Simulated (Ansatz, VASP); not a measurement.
**One calculation of BN, two programs**

```
B N
1.0
     3.73252    2.15497    0.00000
    -3.73252    2.15497    0.00000
     0.00000    0.00000    6.49548
B N
6 6
Direct
  0.00000 0.66667 0.25000
  0.33333 0.33333 0.25000
  0.66667 0.00000 0.25000
  0.00000 0.33333 0.75000
  0.33333 0.00000 0.75000
  0.66667 0.66667 0.75000
  0.00000 0.66667 0.75000
  0.33333 0.33333 0.75000
  0.66667 0.00000 0.75000
  0.00000 0.33333 0.25000
  0.33333 0.00000 0.25000
  0.66667 0.66667 0.25000
```

The cell is a database's computed one.

Alike in both runs: task single point; functional PBE; k mesh 3 × 3 × 2; occupations fermi-dirac, width 0.01 eV; no spin polarisation.

|  | VASP | Ansatz |
| --- | --- | --- |
| version | VASP 6.6.1 | Ansatz 0.2.0 |
| potentials or method | VASP PAW PBE potentials, release 64 (B, N) | plane-wave PAW DFT |
| plane-wave cutoff (eV) | 520 | 420 |
| valence electrons in the cell | 48 | 48 |

```tsv
	VASP	Ansatz	Ansatz less VASP
gap on the k mesh at the Fermi level (eV)	4.40	4.40	+0.002
```

Caveats: the k mesh is coarse (spacing up to 0.56 Å⁻¹), so the values aren't converged; an odd mesh through Γ misses points on the zone boundary, where band edges often lie.
